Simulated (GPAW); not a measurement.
# Interlayer exchange in Fe4/MgO(n)/Fe4(001) against spacer thickness

Two Fe films of 4 layers are parted by n layers of MgO. Aim: the sign and size of their coupling as n grows.

Calculated with GPAW 26.7.0; PBE; plane waves with GPAW's PAW setups, scalar-relativistic.

### Step 1. Starting point

The cell holds 10 atoms: 8 Fe, 1 Mg and 1 O. Cell: a = 2.978 Å, b = 2.978 Å, c = 24.283 Å, α = 90.0°, β = 90.0°, γ = 90.0°. Model film: metal(001) layers on top of O at 2.15 A, MgO layers 2.106 Å apart, unrelaxed, 12 Å of vacuum. Vacuum lies along c.

This is the thinnest of the films shown.

### Step 2. The first case, n = 1

This run shows input and output; the others differ in the layers and in the signs of the starting moments.

Contents of order1.py:

```python
import json
import numpy as np
from ase import Atoms
from ase.parallel import paropen, parprint
from gpaw import GPAW

atoms = Atoms(['Fe', 'Fe', 'Fe', 'Fe', 'Mg', 'O', 'Fe', 'Fe', 'Fe', 'Fe'],
    cell=[[2.978, 0.0, 0.0],
         [0.0, 2.978, 0.0],
         [0.0, 0.0, 24.283326]],
    scaled_positions=[[0.0, 0.0, 0.247083],
         [0.5, 0.5, 0.301876],
         [0.0, 0.0, 0.356669],
         [0.5, 0.5, 0.411462],
         [0.0, 0.0, 0.5],
         [0.5, 0.5, 0.5],
         [0.5, 0.5, 0.588538],
         [0.0, 0.0, 0.643331],
         [0.5, 0.5, 0.698124],
         [0.0, 0.0, 0.752917]],
    pbc=True,
    magmoms=[2.6, 2.6, 2.6, 2.6, 0.0, 0.0, 2.6, 2.6, 2.6, 2.6])
atoms.calc = GPAW(mode={'name': 'pw', 'ecut': 600},
    xc='PBE',
    kpts={'size': (16, 16, 1), 'gamma': True},
    occupations={'name': 'fermi-dirac', 'width': 0.05},
    convergence={'density': 1e-05, 'energy': 1e-05},
    maxiter=200,
    mixer={'name': 'pulay', 'beta': 0.03, 'nmaxold': 8, 'weight': 100},
    symmetry={'tolerance': 1e-4},
    txt='order1.txt')
e = atoms.get_potential_energy(force_consistent=True)
res = {'free_energy': e, 'energy_sigma0': atoms.get_potential_energy(), 'fermi_energy': atoms.calc.get_fermi_level()}
res['moments'] = atoms.get_magnetic_moments().tolist()
res['total'] = atoms.get_magnetic_moment()
parprint('site moments (muB):', np.round(res['moments'], 3))
parprint(f"total moment: {res['total']:.3f} muB")
parprint(f'free energy: {e:.6f} eV')
atoms.calc.write('order1.gpw')
with paropen('results.json', 'w') as f:
    json.dump(res, f)
```

Run with:

```console
$ OMP_NUM_THREADS=1 mpirun -n 4 gpaw python order1.py > order1.log
```

The log of the run:

```text
site moments (muB): [ 2.945  2.452  2.541  2.782 -0.014  0.044  2.782  2.541  2.452  2.945]
total moment: 21.747 muB
free energy: -79.255557 eV

--- order1.txt ---
Input parameters:
  mode=PW(ecut=600),
  convergence={'density': 1e-05, 'energy': 1e-05},
  kpts=MonkhorstPack(size=(16, 16, 1), gamma=True),
  maxiter=200,
  mixer=Pulay(name='pulay', nmaxold=8, beta=0.03, weight=100, sigma=0.015, g_ss=None),
  occupations=Occupations(name='fermi-dirac', width=0.05),
  symmetry=Symmetry(tolerance=0.0001),
  xc=XC(name='PBE')

Diagonalizing LCAO Hamiltonian
Converting LCAO to pw mode
   .------.
  /|      |
 * |      |
 | |      |
 | |      |
 | |      |
 | |      |
 | |      |
[...]
Fe|      |
 | |  Fe  |
[...]
Fe|  Fe  |
[...]
| |  O   |
 Mg|      |
[...]
| |  Fe  |
[...]
Fe|      |
 | |  Fe  |
[...]
Fe|      |
 | |      |
 | |      |
 | |      |
 | |      |
 | .------.
 |/      /
 *------*

Atoms  # Å, Bohr magnetons
|   | symbol |        x |        y |         z |    initial magnetic moments |
|---|--------|----------|----------|-----------|-----------------------------|
| 0 |     Fe | 0.000000 | 0.000000 |  5.999997 | ( 0.0000,  0.0000,  2.6000) |
| 1 |     Fe | 1.489000 | 1.489000 |  7.330553 | ( 0.0000,  0.0000,  2.6000) |
| 2 |     Fe | 0.000000 | 0.000000 |  8.661110 | ( 0.0000,  0.0000,  2.6000) |
| 3 |     Fe | 1.489000 | 1.489000 |  9.991666 | ( 0.0000,  0.0000,  2.6000) |
| 4 |     Mg | 0.000000 | 0.000000 | 12.141663 | ( 0.0000,  0.0000,  0.0000) |
| 5 |      O | 1.489000 | 1.489000 | 12.141663 | ( 0.0000,  0.0000,  0.0000) |
| 6 |     Fe | 1.489000 | 1.489000 | 14.291660 | ( 0.0000,  0.0000,  2.6000) |
| 7 |     Fe | 0.000000 | 0.000000 | 15.622216 | ( 0.0000,  0.0000,  2.6000) |
| 8 |     Fe | 1.489000 | 1.489000 | 16.952773 | ( 0.0000,  0.0000,  2.6000) |
| 9 |     Fe | 0.000000 | 0.000000 | 18.283329 | ( 0.0000,  0.0000,  2.6000) |

Number of symmetries: 16

BZ-sampling:
  Number of BZ points: 256
  Number of IBZ points: 45

  Monkhorst-Pack size: [16, 16, 1]
  Monkhorst-Pack shift: [0.03125, 0.03125, 0.0]

Plane wave coefficients: 7264
Cutoff: 600.0 eV

Spin-components: 2 (collinear spins)
Bands:           65
Projectors:      58
Spin-degeneracy: 1
Datatype:        complex128

Parallelization:
  kpt:    4
  domain: 1
  band:   1

Density:
  Valence electrons: 80.0
  Components: 2
  Grid points: [ 18  18 140]
  Charge: 0.0  # |e|

Potential:
  Grid points: [ 18  18 140]

[... setups left out ...]
Reference energy: -284446.133989  # eV

convergence criteria:
- Maximum integral of absolute [dens]ity change: 1e-05 electrons / valence electron
[...]
|iter:   3|      29s |  -80.392247 | -1.81 | -0.93 | +20.8678|
|iter:   4|      43s |  -79.983388 | -2.24 | -0.95 | +20.8735|
|iter:   5|      59s |  -78.699850 | -0.62 | -0.97 | +20.9319|
|iter:   6|      77s |  -78.626300 | -2.02 | -1.14 | +20.9372|
|iter:   7|      92s |  -78.621502 | -2.88 | -1.18 | +20.9569|
|iter:   8|     106s |  -78.864232 | -1.91 | -1.21 | +21.1142|
|iter:   9|     121s |  -78.883151 | -2.41 | -1.30 | +21.1387|
|iter:  10|     136s |  -79.000452 | -2.66 | -1.37 | +21.2351|
[... 32 iterations left out ...]
|iter:  43|     573s |  -79.207348c| -8.18c| -4.62 | +21.7469|
|iter:  44|     580s |  -79.207347c| -8.69c| -4.66 | +21.7468|
|iter:  45|     586s |  -79.207348c| -8.83c| -4.71 | +21.7469|
|iter:  46|     593s |  -79.207348c| -8.99c| -4.74 | +21.7470|
|iter:  47|     599s |  -79.207349c| -8.48c| -4.70 | +21.7471|
|iter:  48|     606s |  -79.207349c| -8.35c| -4.85 | +21.7470|
|iter:  49|     613s |  -79.207348c| -9.12c| -4.84 | +21.7470|
|iter:  50|     621s |  -79.207349c| -9.13c| -4.82 | +21.7471|
|iter:  51|     628s |  -79.207350c| -8.98c| -4.89 | +21.7472|
|iter:  52|     635s |  -79.207350c| -8.93c| -5.01c| +21.7473|

Converged in 52 steps
Energy contributions relative to reference atoms: (reference = -284446.133989)

Energy contributions:
  Kinetic:          84.190531
  Coulomb:         -70.223111
  Zero:              0.412593
  External:          0.000000
  Xc:              -93.539157
  Entropy:          -0.096412
  Spinorbit:         0.000000
  ----------------------------
  Free energy:     -79.255557
  Extrapolated:    -79.207350

dipole moment: (-33.281771, -33.281771, -0.000954)  # |e|*Ang

Total magnetic moment: (0.000000, 0.000000, 21.747340)

Local magnetic moments
|        x |        y |         z |
|----------|----------|-----------|
| 0.000000 | 0.000000 |  2.945436 |  # Fe   0
| 0.000000 | 0.000000 |  2.452254 |  # Fe   1
| 0.000000 | 0.000000 |  2.540775 |  # Fe   2
| 0.000000 | 0.000000 |  2.782462 |  # Fe   3
| 0.000000 | 0.000000 | -0.014092 |  # Mg   4
| 0.000000 | 0.000000 |  0.044170 |  # O    5
| 0.000000 | 0.000000 |  2.782462 |  # Fe   6
| 0.000000 | 0.000000 |  2.540775 |  # Fe   7
| 0.000000 | 0.000000 |  2.452254 |  # Fe   8
| 0.000000 | 0.000000 |  2.945436 |  # Fe   9

Fermi level: 3.414
Eigenvalues  # (at kpt = [0.000, 0.000, 0.000])
| band index |      eig [eV] | occ [0-1] |      eig [eV] | occ [0-1] |
|------------|---------------|-----------|---------------|-----------|
|          0 |       -72.580 |     1.000 |       -72.589 |     1.000 |
|        ... |               |           |               |           |
|         33 |         1.387 |     1.000 |         3.766 |     0.001 |
|         34 |         1.427 |     1.000 |         3.831 |     0.000 |
|         35 |         1.427 |     1.000 |         3.832 |     0.000 |
|         36 |         1.454 |     1.000 |         4.030 |     0.000 |
[...]
|         45 |         2.435 |     1.000 |         5.184 |     0.000 |
|         46 |         2.559 |     1.000 |         5.184 |     0.000 |
|         47 |         2.559 |     1.000 |         5.195 |     0.000 |
|        ... |               |           |               |           |
|         64 |        12.559 |     0.000 |        13.047 |     0.000 |

No gap
No difference between direct/indirect transitions
```

The job ended after 11 min (4 MPI ranks of Intel Xeon Platinum 8375C at 2.90GHz (Ice Lake), shared host; peak memory 1.9 GiB).

Spin moment in the augmentation sphere by atom:

```
atom  spin moment in the augmentation sphere (μB)
 Fe1                                         2.95
 Fe2                                         2.45
 Fe3                                         2.54
 Fe4                                         2.78
 Mg5                                        -0.01
  O6                                         0.04
 Fe7                                         2.78
 Fe8                                         2.54
 Fe9                                         2.45
Fe10                                         2.95
```

### Step 3. The series

Both alignments use one cell and one 16×16×1 mesh; energies are free energies at a smearing of 0.05 eV. With an energy per area of −J m1·m2 for the films' unit vectors, J = (E_opposed − E_parallel) / 2A; A = 8.868 Å², and 1 meV/Å² is 16.022 mJ/m².

```csv
n,parallel (eV),opposed (eV),opposed less parallel (meV),J (mJ/m²),"Fe moment at the interface, parallel (μB)","largest MgO moment, parallel (μB)"
1,-79.2556,-79.2369,+18.61,+16.81,2.78,+0.04
2,-91.2795,-91.2741,+5.39,+4.87,2.77,+0.02
3,-103.3915,-103.3900,+1.51,+1.36,2.77,+0.02
5,-127.6289,-127.6287,+0.13,+0.12,2.76,+0.02
```

```
n = 3: J = +1.51 meV / (2 × 8.868 Å²) × 16.022 = +1.36 mJ/m²
```

### Step 4. Summary of results

| Item | Value |
| --- | --- |
| strongest coupling | +16.81 mJ/m² at n = 1 |
| opposed alignment lower by over 1 meV at | no thickness |
| changes of sign among values over 1 meV | 0 |

In words: The films prefer parallel alignment wherever the coupling is resolved; the coupling is strongest at n = 1 and keeps its sign. Differences under about 1 meV are not resolved: mesh and smearing were not tested, and they matter more as the spacer grows. Ideal, flat, unrelaxed interfaces usually couple far more strongly than grown samples. Spin–orbit coupling and non-collinear alignments are left out. The series lacks n = 4 (not run, not finished or withheld); trends and counts hold for the rows shown.

[Logs and program files are shortened in this print: banners, set-up blocks, solver, clock and traceback lines can be left out without a mark of their own.]

[Logs are printed without paths, hosts, clocks, repeated set-up lines and the standing remarks that a program may print on its own settings, such as how far it seeks lower states.]

[Hosts, paths, dates, database ids (printed as entryN), source tags and the programs' standing remarks are cut or masked in the printed files.]

[Where a cell is said to come from a database of computed structures, the database is the Materials Project.]
